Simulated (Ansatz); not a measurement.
## BeSe (F-43m)

Level of theory: Ansatz, DFT PBE, scalar-relativistic, plane waves, PAW.

Plane waves to 420 eV, a k mesh through Γ of 8×8×8 on the computed 2-atom cell and Gaussian smearing (0.02 eV); no spin polarisation.

The structure is relaxed at this level of theory with its symmetry kept, and needn't be the ground state of this composition.

Space group F-43m (No. 216), cubic, a = 5.178 Å. Be is surrounded by 4 Se at 2.24 Å; Se has 4 Be at 2.24 Å.

```json
{
 "Volume per atom": "17.35 Å³",
 "Formation energy from the elements' standard states (uncorrected)": "-0.797 eV/atom",
 "Kohn–Sham band gap": "2.67 eV, indirect from Γ to X",
 "Orbital (Löwdin) character of the top 1 eV of the valence band": "Se 4p 92 %, unprojected 7 %",
 "Electron masses at the edge by direction of the standard setting (m_e; one valley, along these axes only; no spin-orbit coupling)": "x: 0.90; y: 0.27; z: 0.27",
 "Hole masses at the edge by direction of the standard setting (m_e; one valley, along these axes only; no spin-orbit coupling)": "x: 0.48, 0.48, 0.24; y: 0.48, 0.48, 0.24; z: 0.48, 0.48, 0.24",
 "Bader charge by site (e)": "Be (1 in the cell) 1.57, Se (1 in the cell) -1.57"
}
```

It was relaxed from a cell as deposited in COD. Kohn–Sham gaps at this level usually fall short of measured ones.
